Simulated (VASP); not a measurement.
GePt:

```xyz
8
Lattice="5.8352 0.0316 -0.0549 0.0204 3.7499 -0.0363 -0.0583 -0.0598 6.1291" Properties=species:S:1:pos:R:3 pbc="T T T"
Ge    3.9436    0.8765    3.2931
Ge    4.6780    2.6862    0.4107
Ge    1.8732    2.6994    2.5189
Ge    0.9595    0.8118    5.6297
Pt    5.6481    0.9672    1.8934
Pt    2.9034    2.7117    5.0189
Pt    0.0978    2.8010    4.1113
Pt    3.0697    0.9194    1.2875
```

The cell was built by a generator and needn't be a form met in nature.

| Property | Result |
| --- | --- |
| Program | VASP 6.6.1 |
| Task | relaxation of cell and atoms |
| Functional | PBE |
| Potentials or basis | VASP PAW PBE potentials, release 64 (Ge_d, Pt) |
| Cutoff | 520 eV |
| k mesh | 4 × 6 × 4 |
| Occupations | gaussian, width 0.15 eV |
| Spin | no spin polarisation |

At the start: pressure 11.1 GPa; volume 16.76 Å³/atom.

Question: How do energy, volume and symmetry change on relaxing?

Answer: Over 28 steps the energy falls by 272.2 meV/atom and the volume is 16.87 Å³/atom (+0.6 %); space group P2_12_12_1 (No. 19, to 0.05 Å).

Step by step:
| step | energy change (eV) | largest force (eV/Å) | pressure (GPa) | volume (Å³) |
| --- | --- | --- | --- | --- |
| 1 | 0.0000 | 7.7251 | 11.12 | 134.08 |
| 2 | -0.5036 | 0.9287 | -15.48 | 157.65 |
| 3 | -1.6420 | 0.9233 | -7.99 | 144.31 |
| 4 | -1.6481 | 1.0045 | -7.74 | 143.85 |
| 5 | -1.6500 | 1.1381 | -7.02 | 143.16 |
| 6 | -2.0137 | 0.9094 | 4.82 | 131.33 |
| 7 | -2.0308 | 0.8924 | 2.20 | 133.29 |
| 8 | -2.1281 | 0.4320 | 0.54 | 134.34 |
| 9 | -2.1360 | 0.4551 | 0.30 | 134.75 |
| 10 | -2.1623 | 0.1880 | -0.81 | 135.46 |
| 11 | -2.1664 | 0.1438 | -1.12 | 135.85 |
| 12 | -2.1687 | 0.1971 | 1.22 | 133.86 |
| 13 | -2.1726 | 0.1249 | -0.01 | 134.72 |
| 14 | -2.1725 | 0.1198 | 0.28 | 134.61 |
| 15 | -2.1725 | 0.1224 | 0.07 | 134.66 |
| 16 | -2.1725 | 0.1189 | 0.34 | 134.63 |
| 17 | -2.1756 | 0.0748 | 0.32 | 134.64 |
| 18 | -2.1763 | 0.0685 | 0.32 | 134.64 |
| 19 | -2.1766 | 0.0776 | 0.34 | 134.64 |
| 20 | -2.1766 | 0.0752 | 0.31 | 134.64 |
| 21 | -2.1766 | 0.0721 | 0.32 | 134.64 |
| 22 | -2.1769 | 0.0223 | -0.79 | 135.39 |
| 23 | -2.1774 | 0.0647 | -0.39 | 135.08 |
| 24 | -2.1774 | 0.0637 | -0.03 | 134.97 |
| 25 | -2.1774 | 0.0498 | -0.38 | 135.02 |
| 26 | -2.1774 | 0.0617 | -0.05 | 134.99 |
| 27 | -2.1774 | 0.0525 | -0.02 | 135.01 |
| 28 | -2.1778 | 0.0250 | 0.05 | 134.93 |

Final structure:
```
Ge Pt
1.0
     5.82744   -0.00114   -0.00115
     0.00028    3.74683   -0.00196
    -0.00171   -0.00044    6.17977
Ge Pt
4 4
Cartesian
  3.9955 0.8757 3.6308
  4.7447 2.7621 0.5387
  1.8338 2.7474 2.5516
  1.0761 0.8994 5.6394
  5.8123 0.8951 1.8999
  2.9223 2.7412 4.9886
  0.0079 2.7799 4.2765
  2.8979 0.8674 1.1889
```
